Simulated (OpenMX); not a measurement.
**KI under changes of volume**

One of the cells (44.091 Å³/atom); the others are scaled copies at fixed shape and fractional positions:

```
I K
1.0
     0.00000    3.53277    3.53277
     3.53277    0.00000    3.53277
     3.53277    3.53277    0.00000
I K
1 1
Direct
  0.50000 0.50000 0.50000
  0.00000 0.00000 0.00000
```

* Program: OpenMX 3.8.5
* Functional: LDA
* Potentials or basis: OpenMX 2013 LDA set, I7.0-s3p2d2f1, K10.0-s3p2d1, fixed grid of 42 × 42 × 42 points
* k mesh: 7 × 7 × 7
* Occupations: fermi-dirac, width 0.05 eV
* Spin: no spin polarisation

```csv
volume (Å³/atom),energy over the lowest point (meV/atom),gap on the mesh (eV)
41.445,0.00,3.87
42.327,3.76,3.82
43.209,8.93,3.77
44.091,15.28,3.73
44.973,22.65,3.69
45.854,30.99,3.65
46.736,?,?
```

Question: What does the run at 46.736 Å³/atom give?

Answer: Energy over the lowest point 40.19 meV/atom; gap on the mesh 3.61 eV.

Worked out: A Birch-Murnaghan fit of order 3 (a polynomial in V^(-2/3)) to the other rows has no minimum within the range. It gives 40.12 meV/atom at 46.736 Å³/atom, against the run's 40.19. A straight line through the other rows of the gap, of slope -2.16 eV per unit of ln V (its deformation potential), extrapolates to 3.61 eV, against the run's 3.61.

Energies are extrapolated to zero smearing.

Caveats: spin-orbit coupling is left out, which moves the levels of the heavy elements; the basis of atomic orbitals isn't converged, which shifts pressures, moduli and gaps; an odd mesh through Γ misses points on the zone boundary, where band edges often lie (some runs).
